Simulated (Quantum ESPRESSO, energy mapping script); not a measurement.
## MnS (Browneite): exchange couplings from total energies

How strongly do the moments of MnS (Browneite) couple under PBE+U (2 eV), QE, GBRV? The plan is to run several orders and fit a Heisenberg model.

Method: PBE with U = 2 eV on Mn d, ortho-atomic projectors; plane waves, U on orthogonalised atomic orbitals unless named otherwise, collinear spin, no spin–orbit coupling, in Quantum ESPRESSO 7.5.

This is a report of a sequence of runs, with most program output left out.

## (1) The structure

It takes space group F-43m (No. 216, cubic). The conventional cell has a = 5.600 Å, b = 5.600 Å, c = 5.600 Å, α = 90.00°, β = 90.00°, γ = 90.00°. Nearest to Mn lie 4 S at 2.42 Å. Nearest to S lie 4 Mn at 2.42 Å. Farther neighbours and most contacts between anions are not listed.

A Hubbard U penalises fractional filling of the shell. It raises the cost of virtual hops to the neighbours, so couplings that rest on such hops usually weaken. These runs use Quantum ESPRESSO.

## (2) A first run with parallel moments

One run in the crystal's own cell, under PBE with U = 3 eV on Mn d, ortho-atomic projectors, Quantum ESPRESSO with GBRV potentials, shows which elements keep a moment. Transition or f elements with 0.3 μB or more enter the spin model; moments induced on other atoms do not.

Input file pw.in:

```
&control
  calculation = 'scf'
  prefix = 'pw'
  outdir = './tmp/'
  pseudo_dir = './pseudo/'
  verbosity = 'low'
/
&system
  ibrav = 0
  nat = 2
  ntyp = 2
  ecutwfc = 45
  ecutrho = 360
  nbnd = 21
  occupations = 'smearing'
  smearing = 'fd'
  degauss = 0.00367493
  nspin = 2
  starting_magnetization(1) = 0.3000
/
&electrons
  conv_thr = 5.0e-09
  electron_maxstep = 120
  mixing_beta = 0.3
  mixing_mode = 'plain'
/
ATOMIC_SPECIES
  Mn 54.9380 Mn.upf
  S 32.0600 S.upf
CELL_PARAMETERS angstrom
  0.00000000 2.80000000 2.80000000
  2.80000000 0.00000000 2.80000000
  2.80000000 2.80000000 0.00000000
ATOMIC_POSITIONS crystal
  Mn 0.00000000 0.00000000 0.00000000
  S 0.25000000 0.25000000 0.25000000
K_POINTS automatic
  7 7 7 0 0 0
HUBBARD {ortho-atomic}
U Mn-3d 3
```

The run is started by

```bash
> OMP_NUM_THREADS=1 mpirun -n 4 pw.x -nk 4 -in pw.in > pw.out
```

It took 7.2 s on 4 MPI ranks of Arm Neoverse V1, shared host; peak memory 0.39 GiB; 28 s of CPU time.

Spin moment in the sphere by atom:

```csv
atom,spin moment in the sphere (μB)
Mn1,4.33
S2,0.07
```

The run ends ferromagnetic; Mn carries the moments.

## (3) Run 1 (parallel; cell A, 4 atoms)

The parallel order is the zero of energy for this cell and mesh.

The potential files are GBRV's for PBE; pw.x takes the functional from them.

Input file pw.in:

```
&control
  calculation = 'scf'
  prefix = 'pw'
  outdir = './tmp/'
  pseudo_dir = './pseudo/'
  verbosity = 'low'
/
&system
  ibrav = 0
  nat = 4
  ntyp = 2
  ecutwfc = 45
  ecutrho = 360
  nbnd = 38
  occupations = 'smearing'
  smearing = 'fd'
  degauss = 0.00367493
  nspin = 2
  starting_magnetization(1) = 0.3000
/
&electrons
  conv_thr = 1.0e-08
  electron_maxstep = 120
  mixing_beta = 0.3
  mixing_mode = 'plain'
/
ATOMIC_SPECIES
  Mn 54.9380 Mn.upf
  S 32.0600 S.upf
CELL_PARAMETERS angstrom
  0.00000000 -2.80000000 -2.80000000
  0.00000000 2.80000000 -2.80000000
  5.60000000 0.00000000 0.00000000
ATOMIC_POSITIONS crystal
  Mn 0.50000000 0.50000000 0.50000000
  Mn 0.00000000 0.00000000 0.00000000
  S 0.00000000 0.50000000 0.75000000
  S 0.50000000 0.00000000 0.25000000
K_POINTS automatic
  5 5 4 0 0 0
HUBBARD {ortho-atomic}
U Mn-3d 2
```

Wall time 22 s (4 MPI ranks); peak memory 0.62 GiB.

Spin moment in the sphere by atom:

```csv
atom,spin moment in the sphere (μB)
Mn1,4.29
Mn2,4.29
S3,0.09
S4,0.09
```

The run ends ferromagnetic.

## (4) Order 2: compensated +−, cell A of 4 atoms

This order reverses 8 of the 12 neighbours at 3.96 Å and 0 of the 6 neighbours at 5.60 Å, counted for an average magnetic atom.

Changes to pw.in since step 3:

```diff
@@ -10,6 +10,6 @@
   nat = 4
-  ntyp = 2
+  ntyp = 3
   ecutwfc = 45
   ecutrho = 360
-  nbnd = 38
+  nbnd = 33
   occupations = 'smearing'
@@ -19,2 +19,3 @@
   starting_magnetization(1) = 0.3000
+  starting_magnetization(2) = -0.3000
 /
@@ -27,3 +28,4 @@
 ATOMIC_SPECIES
-  Mn 54.9380 Mn.upf
+  Mn1 54.9380 Mn.upf
+  Mn2 54.9380 Mn.upf
   S 32.0600 S.upf
@@ -34,4 +36,4 @@
 ATOMIC_POSITIONS crystal
-  Mn 0.50000000 0.50000000 0.50000000
-  Mn 0.00000000 0.00000000 0.00000000
+  Mn1 0.50000000 0.50000000 0.50000000
+  Mn2 0.00000000 0.00000000 0.00000000
   S 0.00000000 0.50000000 0.75000000
@@ -41,2 +43,3 @@
 HUBBARD {ortho-atomic}
-U Mn-3d 2
+U Mn1-3d 2
+U Mn2-3d 2
```

Wall time 25 s (4 MPI ranks); peak memory 0.62 GiB.

Spin moment in the sphere by atom:

```csv
atom,spin moment in the sphere (μB)
Mn1,4.18
Mn2,-4.18
S3,0.00
S4,0.00
```

The run ends antiferromagnetic, 171.34 meV a magnetic atom below the parallel order of its cell.

## (5) Order 3: parallel, cell B of 4 atoms

A new cell needs its own zero of energy.

This run holds the same structure in another cell (c 5.600 → 6.859 Å, α 90.0 → 73.2°, β 90.0 → 73.2°, γ 90.0 → 60.0°).

Input file pw.in:

```
&control
  calculation = 'scf'
  prefix = 'pw'
  outdir = './tmp/'
  pseudo_dir = './pseudo/'
  verbosity = 'low'
/
&system
  ibrav = 0
  nat = 4
  ntyp = 2
  ecutwfc = 45
  ecutrho = 360
  nbnd = 38
  occupations = 'smearing'
  smearing = 'fd'
  degauss = 0.00367493
  nspin = 2
  starting_magnetization(1) = 0.3000
/
&electrons
  conv_thr = 1.0e-08
  electron_maxstep = 120
  mixing_beta = 0.3
  mixing_mode = 'plain'
/
ATOMIC_SPECIES
  Mn 54.9380 Mn.upf
  S 32.0600 S.upf
CELL_PARAMETERS angstrom
  0.00000000 -2.80000000 -2.80000000
  -2.80000000 0.00000000 -2.80000000
  2.80000000 2.80000000 -5.60000000
ATOMIC_POSITIONS crystal
  Mn 0.50000000 0.50000000 0.50000000
  Mn 0.00000000 0.00000000 0.00000000
  S 0.12500000 0.12500000 0.62500000
  S 0.62500000 0.62500000 0.12500000
K_POINTS automatic
  6 6 6 0 0 0
HUBBARD {ortho-atomic}
U Mn-3d 2
```

Wall time 37 s (4 MPI ranks); peak memory 0.66 GiB.

The run ends ferromagnetic. For each magnetic atom its energy differs from the parallel run of the first cell by -1.00 meV, an error that one common reference would have brought in.

## (6) Run 4 (compensated +−; cell B, 4 atoms)

This order reverses 6 of the 12 neighbours at 3.96 Å and 6 of the 6 neighbours at 5.60 Å, counted for an average magnetic atom.

Changes to pw.in since step 5:

```diff
@@ -10,6 +10,6 @@
   nat = 4
-  ntyp = 2
+  ntyp = 3
   ecutwfc = 45
   ecutrho = 360
-  nbnd = 38
+  nbnd = 33
   occupations = 'smearing'
@@ -19,2 +19,3 @@
   starting_magnetization(1) = 0.3000
+  starting_magnetization(2) = -0.3000
 /
@@ -27,3 +28,4 @@
 ATOMIC_SPECIES
-  Mn 54.9380 Mn.upf
+  Mn1 54.9380 Mn.upf
+  Mn2 54.9380 Mn.upf
   S 32.0600 S.upf
@@ -34,4 +36,4 @@
 ATOMIC_POSITIONS crystal
-  Mn 0.50000000 0.50000000 0.50000000
-  Mn 0.00000000 0.00000000 0.00000000
+  Mn1 0.50000000 0.50000000 0.50000000
+  Mn2 0.00000000 0.00000000 0.00000000
   S 0.12500000 0.12500000 0.62500000
@@ -41,2 +43,3 @@
 HUBBARD {ortho-atomic}
-U Mn-3d 2
+U Mn1-3d 2
+U Mn2-3d 2
```

The job ended after 35 s (4 MPI ranks; peak memory 0.7 GiB; 2.4 min of CPU time).

The run ends antiferromagnetic, 132.22 meV a magnetic atom below the parallel order of its cell.

## (7) Run 5 (parallel; cell C, 6 atoms)

Input file pw.in:

```
&control
  calculation = 'scf'
  prefix = 'pw'
  outdir = './tmp/'
  pseudo_dir = './pseudo/'
  verbosity = 'low'
/
&system
  ibrav = 0
  nat = 6
  ntyp = 2
  ecutwfc = 45
  ecutrho = 360
  nbnd = 54
  occupations = 'smearing'
  smearing = 'fd'
  degauss = 0.00367493
  nspin = 2
  starting_magnetization(1) = 0.3000
/
&electrons
  conv_thr = 1.5e-08
  electron_maxstep = 120
  mixing_beta = 0.3
  mixing_mode = 'plain'
/
ATOMIC_SPECIES
  Mn 54.9380 Mn.upf
  S 32.0600 S.upf
CELL_PARAMETERS angstrom
  0.00000000 -2.80000000 -2.80000000
  -5.60000000 0.00000000 0.00000000
  2.80000000 5.60000000 -2.80000000
ATOMIC_POSITIONS crystal
  Mn 0.66666667 0.66666667 0.33333333
  Mn 0.33333333 0.33333333 0.66666667
  Mn 0.00000000 0.00000000 0.00000000
  S 0.16666667 0.41666667 0.33333333
  S 0.83333333 0.08333333 0.66666667
  S 0.50000000 0.75000000 0.00000000
K_POINTS automatic
  6 6 6 0 0 0
HUBBARD {ortho-atomic}
U Mn-3d 2
```

It took 2.1 min on 4 MPI ranks; peak memory 1.1 GiB.

The run ends ferromagnetic. For each magnetic atom its energy differs from the parallel run of the first cell by -1.43 meV, an error that one common reference would have brought in.

## (8) Run 6 (uncompensated ++−; cell C, 6 atoms)

This order reverses 6.67 of the 12 neighbours at 3.96 Å and 2.67 of the 6 neighbours at 5.60 Å, counted for an average magnetic atom.

Changes to pw.in since step 7:

```diff
@@ -10,6 +10,6 @@
   nat = 6
-  ntyp = 2
+  ntyp = 3
   ecutwfc = 45
   ecutrho = 360
-  nbnd = 54
+  nbnd = 49
   occupations = 'smearing'
@@ -19,2 +19,3 @@
   starting_magnetization(1) = 0.3000
+  starting_magnetization(2) = -0.3000
 /
@@ -27,3 +28,4 @@
 ATOMIC_SPECIES
-  Mn 54.9380 Mn.upf
+  Mn1 54.9380 Mn.upf
+  Mn2 54.9380 Mn.upf
   S 32.0600 S.upf
@@ -34,5 +36,5 @@
 ATOMIC_POSITIONS crystal
-  Mn 0.66666667 0.66666667 0.33333333
-  Mn 0.33333333 0.33333333 0.66666667
-  Mn 0.00000000 0.00000000 0.00000000
+  Mn1 0.66666667 0.66666667 0.33333333
+  Mn1 0.33333333 0.33333333 0.66666667
+  Mn2 0.00000000 0.00000000 0.00000000
   S 0.16666667 0.41666667 0.33333333
@@ -43,2 +45,3 @@
 HUBBARD {ortho-atomic}
-U Mn-3d 2
+U Mn1-3d 2
+U Mn2-3d 2
```

Run time: 2.4 min. Hardware: 4 MPI ranks; peak memory 1 GiB; 9.6 min of CPU time.

The run ends ferrimagnetic, 146.78 meV a magnetic atom below the parallel order of its cell.

## (9) From energies to couplings

Each energy difference is a sum of couplings weighted by the pairs that the order reverses. A few near shells are fitted to the differences by least squares. Energies are those extrapolated to zero occupation width, not the free energies F.

The orders that converged (zero: parallel moments in the same cell):

```csv
order,atoms,energy (meV a magnetic atom),moments (μB),moments kept as typed,"opposed neighbours at 3.96, 5.60 Å"
parallel in cell A,4,0.00,4.29,yes,"0, 0"
compensated +− in cell A,4,-171.34,4.18,yes,"8, 0"
parallel in cell B,4,0.00,4.29,yes,"0, 0"
compensated +− in cell B,4,-132.22,4.20,yes,"6, 6"
parallel in cell C,6,0.00,4.29,yes,"0, 0"
uncompensated ++− in cell C,6,-146.78,4.14 to 4.22,yes,"6.67, 2.67"
```

Fitted to E = −Σ J e·e over ordered pairs of unit vectors (J > 0 favours parallel moments):

```csv
pair,distance (Å),neighbours,J (meV)
Mn–Mn,3.96,12,-10.8
Mn–Mn,5.60,6,-0.320
```

Adding the shell at 6.86 Å gives -11, -0.31 and 0.22 meV and a mean-field temperature of 354 K, an exact solve that tests nothing.

The script's first fit took in one more shell; these couplings, and the temperatures drawn from them, were computed anew from the same energies.

In mean field these couplings order at 328 K, and give a Curie–Weiss temperature of -1014 K.

## (10) Ordering temperature by Monte Carlo

Mean field ignores fluctuations and overstates the ordering temperature, so the model is also sampled. The heat capacity peaks where order sets in.

Classical unit spins with these couplings on 8×8×6 copies of a cell that holds the lowest order (768 spins), heat-bath sweeps, cooled from random directions, 300 sweeps to settle and 900 measured at each temperature.

```csv
T (K),order along the lowest pattern,net moment,heat capacity (k_B a spin)
39.4,0.03,0.01,1.16
73.2,0.04,0.01,1.19
107,0.05,0.01,2.08
141,0.08,0.01,1.06
175,0.07,0.01,0.70
209,0.06,0.01,0.56
225,0.06,0.01,0.55
259,0.06,0.01,0.53
293,0.05,0.02,0.42
327,0.05,0.02,0.36
361,0.05,0.02,0.36
```

The smoothed heat capacity peaks at 105 K. The order column follows one pattern alone; equivalent domains or another pattern share the rest.

## (11) Results

```json
{
  "lowest order tried": "compensated +− in cell A",
  "largest fitted value, Mn–Mn at 3.96 Å": "-10.8 meV",
  "ordering temperature, mean field": "328 K",
  "heat-capacity peak, Monte Carlo": "105 K"
}
```

Of the orders tried, MnS (Browneite) prefers the order “compensated +− in cell A” under PBE+U (2 eV), QE, GBRV, with 8 of 12 neighbours at 3.96 Å and 0 of 6 neighbours at 5.60 Å opposed, and the heat capacity of the fitted model peaks near 105 K (Monte Carlo, classical spins). The model's best pattern is not among the orders that were run. The largest fitted coupling is the Mn–Mn pair at 3.96 Å, antiferromagnetic at -11 meV, across a ligand at about 109°. The orders also reverse pairs at 6.86 and 7.92 Å, which are not fitted, so the fitted values hold their part too. With 3 differences for 2 couplings the fit misses by 1.6 meV at most, a small part of the spread. Taking in the shell at 6.86 Å as well gives -11, -0.31 and 0.22 meV and a mean-field temperature of 354 K. The shorter fit, which has an equation to spare, is the one used. In the fitted orders moments change by up to 3.6 % against the parallel run of the same cell, so their size stays put. Monte Carlo puts the peak at 0.32 of the mean-field temperature, low enough to point to frustration or weakly coupled layers or chains. In tests on simple cubic and body-centred models such peaks lay 5 to 6 % under the bulk value. On cooling, the order along the one computed pattern stays at or under 0.08: the model settles in an equivalent domain, a degenerate mixture or another order. The Curie–Weiss temperature is 9.7 times the peak temperature in size, a mark of frustration. The parallel order holds 5 μB a magnetic atom, spin 2.5; the common factor (S+1)/S would raise the classical 105 K to 147 K, a correction that often overshoots.

[Logs and program files are shortened in this print: banners, set-up blocks, solver, clock and traceback lines can be left out without a mark of their own.]

[Logs are printed without paths, hosts, clocks, repeated set-up lines and the standing remarks that a program may print on its own settings, such as how far it seeks lower states.]

[Hosts, paths, dates, database ids (printed as entryN), source tags and the programs' standing remarks are cut or masked in the printed files.]

[Where a cell is said to come from a database of computed structures, the database is the Materials Project.]
